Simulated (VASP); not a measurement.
# Sb (Pm-3m) in VASP: notebook

One crystal, Sb, is run at these levels: r2SCAN; tasks: single point, relaxation of cell and atoms.

Program: VASP 6.6.1. These are calculated values, not measurements. Logs are shortened: lines on timing, memory, paths and dates and some standing lists are left out, and cuts for length are marked.

## Step 1: Starting point

The structure is cubic, space group Pm-3m (No. 221). The conventional cell has a = 3.088 Å, b = 3.088 Å, c = 3.088 Å, α = 90.00°, β = 90.00°, γ = 90.00°. Sb (site symmetry m-3m) has 6 Sb at 3.09 Å as nearest neighbours.

This isn't the form of Sb at room conditions, which is rhombohedral.

## Step 2: Single point, r2SCAN

The input, POSCAR:

```
Sb
1.0
    3.0875323681      0.0000000000      0.0000000000
    0.0000000000      3.0875323681      0.0000000000
    0.0000000000      0.0000000000      3.0875323681
Sb
1
Direct
    0.0000000000      0.0000000000      0.0000000000
```

The input, INCAR.step1:

```
SYSTEM = Sb
PREC     = Accurate       ! precision mode
ENCUT    = 520            ! plane-wave cutoff, eV
ISMEAR   = 0              ! smearing method
SIGMA    = 0.1            ! smearing width, eV
LREAL    = .FALSE.        ! projectors in reciprocal space
LASPH    = .TRUE.         ! aspherical terms in the spheres
NELM     = 100            ! most SCF steps
NBANDS   = 8              ! bands
GGA      = PE             ! functional
ALGO     = Normal         ! electronic algorithm
EDIFF    = 1E-4           ! SCF threshold, eV
LWAVE    = .TRUE.         ! write WAVECAR
LCHARG   = .FALSE.        ! write CHGCAR
```

The input, INCAR.step2:

```
SYSTEM = Sb
PREC     = Accurate       ! precision mode
ENCUT    = 520            ! plane-wave cutoff, eV
EDIFF    = 1E-6           ! SCF threshold, eV
ISMEAR   = 0              ! smearing method
SIGMA    = 0.1            ! smearing width, eV
LREAL    = .FALSE.        ! projectors in reciprocal space
LASPH    = .TRUE.         ! aspherical terms in the spheres
NELM     = 100            ! most SCF steps
ALGO     = Normal         ! electronic algorithm
ISIF     = 2              ! what is computed and relaxed
LWAVE    = .FALSE.        ! write WAVECAR
LCHARG   = .TRUE.         ! write CHGCAR
METAGGA  = R2SCAN         ! meta-GGA
LMIXTAU  = .TRUE.       
LELF     = .TRUE.         ! ELF
LVHAR    = .TRUE.       
NBANDS   = 8              ! bands
ISTART   = 1
```

The input, KPOINTS:

```
regular mesh
0
G
  14 14 14
  0 0 0
```

Potentials or basis: VASP PAW PBE potentials, release 64 (Sb).

Command:

```sh
> cat potpaw_PBE.64/Sb/POTCAR > POTCAR
> cp INCAR.step1 INCAR
> mpirun -np 1 vasp_std > vasp.out
> cp INCAR.step2 INCAR
> mpirun -np 1 vasp_std > vasp.out
```

OUTCAR:

```text
SYSTEM = Sb
   PREC = Accurate
   ENCUT = 520
   EDIFF = 1E-6
   ISMEAR = 0
   LREAL = .FALSE.
   LASPH = .TRUE.
   NELM = 100
   ISIF = 2
   METAGGA = R2SCAN
   ISTART = 1

 ion  position               nearest neighbor table
   1  0.000  0.000  0.000-

  LATTYP: Found a simple cubic cell.
 ALAT       =     3.0875323681

  Lattice vectors:

 A1 = (   3.0875323681,   0.0000000000,   0.0000000000)
 A2 = (   0.0000000000,   3.0875323681,   0.0000000000)
 A3 = (   0.0000000000,   0.0000000000,   3.0875323681)

Analysis of symmetry for initial positions (statically):
=====================================================================
 Subroutine PRICEL returns:
 Original cell was already a primitive cell.

 Routine SETGRP: Setting up the symmetry group for a
 simple cubic supercell.

 Subroutine GETGRP returns: Found 48 space group operations
 (whereof 48 operations were pure point group operations)
 out of a pool of 48 trial point group operations.

The static configuration has the point symmetry O_h .

Analysis of symmetry for dynamics (positions and initial velocities):
=====================================================================
 Subroutine PRICEL returns:
 Original cell was already a primitive cell.

 Routine SETGRP: Setting up the symmetry group for a
 simple cubic supercell.

 Subroutine GETGRP returns: Found 48 space group operations
 (whereof 48 operations were pure point group operations)
 out of a pool of 48 trial point group operations.

The dynamic configuration has the point symmetry O_h .

 Subroutine INISYM returns: Found 48 space group operations
 (whereof 48 operations are pure point group operations),
 and found     1 'primitive' translations

----------------------------------------------------------------------------------------

                                     Primitive cell

  volume of cell :      29.4330

  direct lattice vectors                    reciprocal lattice vectors
     3.087532368  0.000000000  0.000000000     0.323883244  0.000000000  0.000000000
     0.000000000  3.087532368  0.000000000     0.000000000  0.323883244  0.000000000
     0.000000000  0.000000000  3.087532368     0.000000000  0.000000000  0.323883244

  length of vectors
     3.087532368  3.087532368  3.087532368     0.323883244  0.323883244  0.323883244

  position of ions in fractional coordinates (direct lattice)
     0.000000000  0.000000000  0.000000000

  ion indices of the primitive-cell ions
   primitive index   ion index
                 1           1

----------------------------------------------------------------------------------------

 KPOINTS: regular mesh

Automatic generation of k-mesh.
 Grid dimensions read from file:
 generate k-points for:   14   14   14

 Generating k-lattice:

  Cartesian coordinates                     Fractional coordinates (reciprocal lattice)
     0.023134517  0.000000000  0.000000000     0.071428571  0.000000000  0.000000000
     0.000000000  0.023134517  0.000000000     0.000000000  0.071428571  0.000000000
     0.000000000  0.000000000  0.023134517     0.000000000  0.000000000  0.071428571

  Length of vectors
     0.023134517  0.023134517  0.023134517

  Shift w.r.t. Gamma in fractional coordinates (k-lattice)
     0.000000000  0.000000000  0.000000000

 Subroutine IBZKPT returns following result:
 ===========================================

 Found    120 irreducible k-points:

 Following reciprocal coordinates:
            Coordinates               Weight
  0.000000  0.000000  0.000000      1.000000
  0.071429  0.000000  0.000000      6.000000
  0.142857  0.000000  0.000000      6.000000
  0.214286  0.000000  0.000000      6.000000
  0.285714  0.000000  0.000000      6.000000
  0.357143  0.000000  0.000000      6.000000
[... 16 lines left out ...]
  0.285714  0.214286  0.000000     24.000000
  0.357143  0.214286  0.000000     24.000000
 [... further k-points ...]
   k-points           NKPTS =    120   k-points in BZ     NKDIM =    120   number of bands    NBANDS=      8
   number of dos      NEDOS =    301   number of ions     NIONS =      1
   total plane-waves  NPLWV =  13824
   dimension x,y,z NGX =    24 NGY =   24 NGZ =   24
   dimension x,y,z NGXF=    48 NGYF=   48 NGZF=   48
   ions per type =               1
   NGX,Y,Z   is equivalent  to a cutoff of  12.92, 12.92, 12.92 a.u.
   NGXF,Y,Z  is equivalent  to a cutoff of  25.85, 25.85, 25.85 a.u.
 SYSTEM =  Sb
   PREC   = accura    normal or accurate (medium, high low for compatibility)
   ISTART =      1    job   : 0-new  1-cont  2-samecut
   ICHARG =      0    charge: 1-file 2-atom 10-const
   ISPIN  =      1    spin polarized calculation?
   LNONCOLLINEAR =      F non collinear calculations
   LSORBIT =      F    spin-orbit coupling
   LASPH  =      T    aspherical Exc in radial PAW
   ENCUT  =  520.0 eV  38.22 Ry    6.18 a.u.   5.74  5.74  5.74*2*pi/ulx,y,z
   NELM   =    100;   NELMIN=  2; NELMDL=  0     # of ELM steps
   EDIFF  = 0.1E-05   stopping-criterion for ELM
   LREAL  =      F    real-space projection
[... 7 lines left out ...]
   TEBEG  =    0.0;   TEEND  =   0.0 temperature during run
   PSTRESS=    0.0 pullay stress
   NELECT =       5.0000    total number of electrons
   NUPDOWN=      -1.0000    fix difference up-down
   EMIN   =  10.00;   EMAX   =-10.00  energy-range for DOS
   EFERMI =   0.00;   METHOD = LEGACY
   ISMEAR =     0;   SIGMA  =   0.10  broadening in eV -4-tet -1-fermi 0-gaus
   EFERMI_NEDOS =   21; number of points for ismear=-14 and -15
   IALGO  =     38    algorithm
   IMIX   =      4    mixing-type and parameters
     AMIX     =   0.40;   BMIX     =  1.00
     AMIX_MAG =   1.60;   BMIX_MAG =  1.00
  volume/ion in A,a.u.               =      29.43       198.62
  Fermi-wavevector in a.u.,A,eV,Ry     =   0.906678  1.713374 11.184885  0.822066
  Thomas-Fermi vector in A             =   2.030395
   LORBIT       =      0    0 simple, 1 ext, 2 COOP (PROOUT), +10 PAW based schemes
   METAGGA = R2SCAN    functional components
   LHFCALC =     F    Hartree Fock is set to
   AEXX    =    0.0000 exact exchange contribution
   IVDW    =     0    specifies the selected vdW correction
   LEPSILON=     F    determine dielectric tensor
   LRPA    =     F    only Hartree local field effects (RPA)
 non-spin polarized calculation
 Gauss-broadening in eV      SIGMA  =   0.10
  energy-cutoff  :      520.00
  volume of cell :       29.43
 maximum number of plane-waves:       840
 NGX is ok and might be reduce to    24
   NGX = 11   NGY = 11   NGZ = 11

 number of electron       4.9999999 magnetization

 Free energy of the ion-electron system (eV)
  ---------------------------------------------------
  ext. energy  EPLUGINS =         0.00000000
  ---------------------------------------------------
  free energy    TOTEN  =       -25.64522609 eV

  energy without entropy =      -25.64211552  energy(sigma->0) =      -25.64367081

 E-fermi :   7.1855     XC(G=0): -10.1676

 val. band max:        7.1757544270   @ k =   0.5000   0.2857   0.2143
 cond. band min:       7.1973657394   @ k =   0.5000   0.2857   0.2857
 fundamental gap:      0.0216113124
 Fermi energy:         7.1855203449

 k-point     1 :       0.0000    0.0000    0.0000
  band No.  band energies     occupation
      1      -5.8503      2.00000
      2      10.7092      0.00000
      3      10.7092      0.00000
      4      10.7092      0.00000
      5      14.4901      0.00000
      6      14.4901      0.00000
      7      16.4623      0.00000
      8      25.7614      0.00000

 k-point     2 :       0.0714    0.0000    0.0000
  band No.  band energies     occupation
      1      -5.7711      2.00000
      2       9.7068      0.00000
      3      10.7880      0.00000
      4      10.7880      0.00000
      5      14.5515      0.00000
      6      15.1799      0.00000
      7      16.9418      0.00000
      8      25.0697      0.00000

 k-point     3 :       0.1429    0.0000    0.0000
  band No.  band energies     occupation
      1      -5.5353      2.00000
      2       7.8897      0.00000
      3      11.0188      0.00000
      4      11.0188      0.00000
      5      14.7347      0.00000
      6      15.8255      0.00000
      7      18.6009      0.00000
      8      23.8397      0.00000

 k-point     4 :       0.2143    0.0000    0.0000
  band No.  band energies     occupation
      1      -5.1507      2.00000
      2       6.0236      2.00000
      3      11.3827      0.00000
      4      11.3827      0.00000
      5      15.0349      0.00000
      6      16.2724      0.00000
      7      20.7588      0.00000
      8      22.5483      0.00000

 k-point     5 :       0.2857    0.0000    0.0000
  band No.  band energies     occupation
      1      -4.6360      2.00000
      2       4.2945      2.00000
      3      11.8424      0.00000
      4      11.8424      0.00000
      5      15.4402      0.00000
      6      16.7786      0.00000
      7      21.3276      0.00000
      8      21.3276      0.00000

 k-point     6 :       0.3571    0.0000    0.0000
  band No.  band energies     occupation
      1      -4.0388      2.00000
      2       2.8054      2.00000
      3      12.3299      0.00000
      4      12.3299      0.00000
      5      15.9194      0.00000
      6      17.3960      0.00000
      7      20.2803      0.00000
      8      20.2803      0.00000

 k-point     7 :       0.4286    0.0000    0.0000
  band No.  band energies     occupation
      1      -3.4816      2.00000
      2       1.7046      2.00000
      3      12.7297      0.00000
      4      12.7297      0.00000
      5      16.3832      0.00000
      6      18.1080      0.00000
      7      19.5388      0.00000
      8      19.5388      0.00000
[... 133 lines left out ...]
 k-point    20 :       0.4286    0.1429    0.0000
  band No.  band energies     occupation
      1      -3.1607      2.00000
      2       1.9977      2.00000
      3      10.0281      0.00000
      4      13.0510      0.00000
      5      15.5840      0.00000
      6      17.5309      0.00000
      7      19.7421      0.00000
      8      19.7721      0.00000

 k-point    21 :       0.5000    0.1429    0.0000
  band No.  band energies     occupation
      1      -2.9055      2.00000
      2       1.5603      2.00000
      3      10.2190      0.00000
      4      13.2132      0.00000
      5      15.2744      0.00000
      6      17.8637      0.00000
      7      19.4121      0.00000
      8      19.4969      0.00000

 k-point    22 :       0.2143    0.2143    0.0000
  band No.  band energies     occupation
      1      -4.4490      2.00000
      2       6.4151      2.00000
      3       6.9879      1.99481
      4      12.0630      0.00000
      5      16.1087      0.00000
      6      17.6954      0.00000
      7      20.6550      0.00000
      8      21.9713      0.00000

 k-point    23 :       0.2857    0.2143    0.0000
  band No.  band energies     occupation
      1      -3.9319      2.00000
      2       4.9264      2.00000
      3       7.2172      0.65428
      4      12.5278      0.00000
      5      15.8545      0.00000
      6      16.9750      0.00000
      7      21.3943      0.00000
      8      21.8232      0.00000

 k-point    24 :       0.3571    0.2143    0.0000
  band No.  band energies     occupation
      1      -3.3302      2.00000
      2       3.4491      2.00000
      3       7.7219      0.00000
      4      13.0217      0.00000
      5      14.7728      0.00000
      6      17.3843      0.00000
      7      20.7914      0.00000
      8      21.1093      0.00000

 [... further k-points ...]
[... 5 lines left out ...]
  --------------------------------------------------------------------------------------
  -------------------------------------------------------------------------------------
  Total        0.0023824      0.0023824      0.0023824     -0.0000000      0.0000000     -0.0000000
  in kB        0.1296855      0.1296855      0.1296855     -0.0000000      0.0000000     -0.0000000
  external PRESSURE =       0.1296855 kB  Pullay stress =       0.0000000 kB

 VOLUME and BASIS-vectors are now :
 -----------------------------------------------------------------------------
  energy-cutoff  :      520.00
  volume of cell :       29.43
      direct lattice vectors                 reciprocal lattice vectors
     3.087532368  0.000000000  0.000000000     0.323883244  0.000000000  0.000000000
     0.000000000  3.087532368  0.000000000     0.000000000  0.323883244  0.000000000
     0.000000000  0.000000000  3.087532368     0.000000000  0.000000000  0.323883244

 POSITION                                       TOTAL-FORCE (eV/Angst)
 -----------------------------------------------------------------------------------
      0.00000      0.00000      0.00000         0.000000      0.000000      0.000000
 -----------------------------------------------------------------------------------
    total drift:                               -0.000000      0.000000      0.000000

  FREE ENERGIE OF THE ION-ELECTRON SYSTEM (eV)
  ---------------------------------------------------
  free  energy   TOTEN  =       -25.6452260876 eV

  energy  without entropy=      -25.6421155248  energy(sigma->0) =      -25.64367081
```

Wall time 24 s (1 thread of Intel Xeon 6975P-C (Granite Rapids), shared host); peak memory 0.16 GiB.

What came out:

- Free energy: -25.6452 eV
- Pressure: 0.0 GPa
- Band gap on the k mesh: none (metal or under the smearing width)

Levels at points of the mesh, in eV from the Fermi level:
| k point | band 1 | band 2 | band 3 | band 4 | band 5 | band 6 | band 7 |
| --- | --- | --- | --- | --- | --- | --- | --- |
| (0.00, 0.00, 0.00) | -13.04 | 3.52 | 3.52 | 3.52 | 7.30 | 7.30 | 9.28 |
| (0.50, 0.00, 0.00) | -10.41 | -5.92 | 5.70 | 5.70 | 9.42 | 11.42 | 12.08 |
| (0.50, 0.50, 0.00) | -7.57 | -3.80 | -3.80 | 2.47 | 7.97 | 13.66 | 14.03 |
| (0.50, 0.50, 0.50) | -4.32 | -1.79 | -1.79 | -1.79 | 5.20 | 5.20 | 5.20 |

Caveat: the PAW data sets were made with another functional, which shifts forces and pressure a little. Spin-orbit coupling is left out, which matters for the levels of Sb.

(Continued in part 2 of 2.)
